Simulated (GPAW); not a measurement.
# V (P-1) in GPAW: single point with PBE

Aim: the single point of V with PBE.

All numbers are computed with GPAW 26.7.0; they aren't measurements. Logs are shortened: lines on timing, memory, paths and dates and some standing lists are left out, and cuts for length are marked. The log counts tension as positive stress, the text compression.

**1. The cell of the first run**

The typed cell holds 1 atom: a = 2.703 Å, b = 2.670 Å, c = 2.405 Å, α = 113.75°, β = 107.43°, γ = 104.79°.

**2. Single point, PBE, collinear spin, ferromagnetic start (cell sheared at random, sigma 0.1, atoms nudged by 0.01 Å)**

run.py reads:

```python
from ase import Atoms
from ase.dft.bandgap import bandgap
from ase.io import write
from ase.units import GPa
from gpaw import GPAW, PW

atoms = Atoms(['V'],
              cell=[[-1.37771515, 1.64119061, 1.64793453],
                    [1.50497572, -1.49125904, 1.62526353],
                    [1.27254586, 1.38608975, -1.49800296]],
              scaled_positions=[[0.0, 0.0, 0.0]],
              pbc=True)
atoms.set_initial_magnetic_moments([3.0])

calc = GPAW(mode=PW(400),
            xc='PBE',
            kpts={'size': (9, 10, 11), 'gamma': True},
            occupations={'name': 'fermi-dirac', 'width': 0.05},
            nbands=15,
            maxiter=120,
            txt='gpaw.txt')
atoms.calc = calc
energy = atoms.get_potential_energy()
forces = atoms.get_forces()
stress = atoms.get_stress()
calc.write('gs.gpw')
write('result.traj', atoms)
print(f'Energy: {energy:.6f} eV')
print('Forces (eV/A):')
print(forces.round(4))
print('Stress (GPa):', (stress / GPa).round(3))
print('Moments:', calc.get_magnetic_moments().round(3))
print('Fermi level:', round(calc.get_fermi_level(), 4), 'eV')
print(f'Gap: {bandgap(calc)[0]:.4f} eV, direct: {bandgap(calc, direct=True)[0]:.4f} eV')
```

Potentials or basis: GPAW PAW data sets (gpaw-data 1.2.1), pw.

On the command line:

```console
$ OMP_NUM_THREADS=1 python run.py
```

gpaw.txt:

```text
__  _  _
 | _ |_)|_||  |
 |__||  | ||/\| - 26.7.0

Input parameters:
  mode=PW(ecut=400.0),
  kpts=MonkhorstPack(size=(9, 10, 11), gamma=True),
  maxiter=120,
  nbands=15,
  occupations=Occupations(name='fermi-dirac', width=0.05),
  xc=XC(name='PBE')

Diagonalizing LCAO Hamiltonian
Converting LCAO to pw mode

       V

Atoms  # Å, Bohr magnetons
|   | symbol |        x |        y |        z |    initial magnetic moments |
|---|--------|----------|----------|----------|-----------------------------|
| 0 |      V | 0.000000 | 0.000000 | 0.000000 | ( 0.0000,  0.0000,  3.0000) |

Unit cell  # Å
| periodic |         x |         y |         z |  lengths |     angles |
|----------|-----------|-----------|-----------|----------|------------|
|      yes | -1.377715 |  1.641191 |  1.647935 | 2.703201 | 113.749546 |
|      yes |  1.504976 | -1.491259 |  1.625264 | 2.670260 | 107.425435 |
|      yes |  1.272546 |  1.386090 | -1.498003 | 2.405126 | 104.789077 |

Number of symmetries: 2
Symmetry operations  # r_c * U_cc + t_c -> r_c
|   | kind |            matrix            |
|---|------|------------------------------|
| 0 |  E   |  1, 0, 0,  0, 1, 0,  0, 0, 1 |
| 1 |  i   | -1, 0, 0,  0,-1, 0,  0, 0,-1 |

BZ-sampling:
  Number of BZ points: 990
  Number of IBZ points: 496

  Monkhorst-Pack size: [9, 10, 11]
  Monkhorst-Pack shift: [0.0, 0.05, 0.0]

K-points  # in reciprocal-cell coordinates
|     |                                coordinates |     weight |
|-----|--------------------------------------------|------------|
|   0 | (  0.00000000,   0.00000000,   0.00000000) | 0.00101010 |
|   1 | (  0.00000000,   0.00000000,   0.09090909) | 0.00202020 |
|   2 | (  0.00000000,   0.00000000,   0.18181818) | 0.00202020 |
|   3 | (  0.00000000,   0.00000000,   0.27272727) | 0.00202020 |
|   4 | (  0.00000000,   0.00000000,   0.36363636) | 0.00202020 |
|   5 | (  0.00000000,   0.00000000,   0.45454545) | 0.00202020 |
|   6 | (  0.00000000,   0.10000000,  -0.45454545) | 0.00202020 |
|   7 | (  0.00000000,   0.10000000,  -0.36363636) | 0.00202020 |
|   8 | (  0.00000000,   0.10000000,  -0.27272727) | 0.00202020 |
|   9 | (  0.00000000,   0.10000000,  -0.18181818) | 0.00202020 |
| ... |                                            |            |
| 495 | (  0.44444444,   0.50000000,   0.45454545) | 0.00202020 |

Plane wave coefficients: 257
Cutoff: 400.0 eV

Spin-components: 2 (collinear spins)
Bands:           15
Projectors:      6
Spin-degeneracy: 1
Datatype:        complex128

Parallelization:
  kpt:    1
  domain: 1
  band:   1

Density:
  Valence electrons: 13.0
  Components: 2
  Grid points: [14 14 12]
  Charge: 0.0  # |e|

Potential:
  Grid points: [14 14 12]

species:
  V:
    name:    Vanadium
    Z:       23.0
    valence: 13
    core:    10
    charge:  0.0  # [|e|]
    compensation charges:
      type: gauss
      rc: 0.37  # [Å]
      lmax: 2
    cutoffs:
      filter: 2.14  # [Å]
      core: 0.96  # [Å]
    projectors
    | kind |    occ | energy [eV] | rcut [Å] |
    |------|--------|-------------|----------|
    |   3s |  2.000 |     -70.222 |    1.254 |
    |   4s |  2.000 |      -4.702 |    1.254 |
    |   3p |  6.000 |     -44.043 |    1.281 |
    |   4p |  0.000 |      -1.444 |    1.281 |
    |   3d |  3.000 |      -5.164 |    1.169 |
    |    d |        |      22.047 |    1.169 |

    Using partial waves for V as LCAO basis

Reference energy: -25820.495562  # eV

eigensolver:
  PPCG
  Converge bands: occupied
  niter=2

density mixing:
  MSR1-Mixer
  Pratt-step length: 0.05
  Maximum mixing coefficient: 0.75
  Old densities: 10
  SVD Regularization: 0.005
  Good broyden scale: 1.0
  Trust region scale: 1.0
  Backstep threshold: 4.0
  History deletion threshold: 6.0
  Fourier metric: weight=20.0, sigma=0.015

occupation numbers:
  Fermi-Dirac:
    width: 0.0500  # eV

poisson solver:
  ecut: 3200.0  # eV

xc functional:
  name: PBE with 2 nearest neighbor stencil

convergence criteria:
- Maximum [total energy] change in last 3 cyles: 0.0005 eV / valence electron
- Maximum integral of absolute [dens]ity change: 0.0001 electrons / valence electron
- Maximum integral of absolute [eigenst]ate change: 4e-08 eV^2 / valence electron
maximum number of iterations: 120

SCF iterations
|iter     | |      energy | eigst |  dens |  magmom |
|---------|-|-------------|-------|-------|---------|
|iter:   1| |   -7.704000 | +0.15 |       |  +3.0106|
|iter:   2| |   -7.694745 | -2.79 | -0.70 |  +2.9160|
|iter:   3| |   -8.205938 | -2.15 | -0.73 |  +1.5033|
|iter:   4| |   -8.381645 | -3.01 | -1.16 |  +0.6381|
|iter:   5| |   -8.405821 | -3.74 | -1.60 |  +0.2733|
|iter:   6| |   -8.414454 | -3.25 | -2.04 |  +0.0220|
|iter:   7| |   -8.414947 | -4.50 | -2.54 |  +0.0309|
|iter:   8| |   -8.415159c| -4.63 | -2.96 |  +0.0136|
|iter:   9| |   -8.415195c| -5.21 | -3.36 |  +0.0031|
|iter:  10| |   -8.415199c| -6.33 | -3.85 |  +0.0002|
|iter:  11| |   -8.415199c| -7.77c| -4.48c|  -0.0001|

Converged in 11 steps
Energy contributions relative to reference atoms: (reference = -25820.495562)

Energy contributions:
  Kinetic:          -2.382555
  Coulomb:           1.735234
  Zero:              0.156184
  External:          0.000000
  Xc:               -7.917833
  Entropy:          -0.012458
  Spinorbit:         0.000000
  ----------------------------
  Free energy:      -8.421428
  Extrapolated:     -8.415199

dipole moment: (-3.383485, -3.712731, -4.290840)  # |e|*Ang

Total magnetic moment: (0.000000, 0.000000, -0.000075)

Local magnetic moments
|        x |        y |         z |
|----------|----------|-----------|
| 0.000000 | 0.000000 | -0.000048 |  # V    0

Fermi level: 9.440
Eigenvalues  # (at kpt = [0.000, 0.000, 0.000])
| band index |      eig [eV] | occ [0-1] |      eig [eV] | occ [0-1] |
|------------|---------------|-----------|---------------|-----------|
|          0 |       -54.441 |     1.000 |       -54.441 |     1.000 |
|          1 |       -27.941 |     1.000 |       -27.941 |     1.000 |
|          2 |       -27.820 |     1.000 |       -27.820 |     1.000 |
|          3 |       -27.479 |     1.000 |       -27.479 |     1.000 |
|          4 |         2.803 |     1.000 |         2.803 |     1.000 |
|          5 |         8.737 |     1.000 |         8.736 |     1.000 |
|          6 |         9.615 |     0.030 |         9.615 |     0.030 |
|          7 |        10.543 |     0.000 |        10.543 |     0.000 |
|          8 |        11.408 |     0.000 |        11.407 |     0.000 |
|          9 |        12.365 |     0.000 |        12.365 |     0.000 |
|         10 |        27.364 |     0.000 |        27.364 |     0.000 |
|         11 |        30.522 |     0.000 |        30.522 |     0.000 |
|         12 |        31.852 |     0.000 |        31.852 |     0.000 |
|         13 |        34.867 |     0.000 |        34.867 |     0.000 |
|         14 |        36.236 |     0.000 |        36.236 |     0.000 |

No gap
No difference between direct/indirect transitions

Forces  # eV/Ang
|       x |       y |       z |
|---------|---------|---------|
| 0.00000 | 0.00000 | 0.00000 |  # V    0

Stress tensor  # eV/Ang^3
|         x |        y |        z |
|-----------|----------|----------|
| -0.045052 | 0.001630 | 0.011638 |
|  0.001630 | 0.005493 | 0.023903 |
|  0.011638 | 0.023903 | 0.056942 |

# Writing to gs.gpw (mode='')
```

Wall time 78 s (1 thread of Arm Neoverse V2, shared host); peak memory 0.21 GiB.

These settings aren't checked as converged: the numbers below hold their error.

What came out:

```yaml
Free_energy: -8.4214 eV
Pressure: -0.9 GPa
Band_gap_on_the_k_mesh: none (metal or under the smearing width)
Net_moment: 0.00 μB per cell
```

Caveat: the cutoff is short for stress and forces, so pressures can be off by a GPa or more.
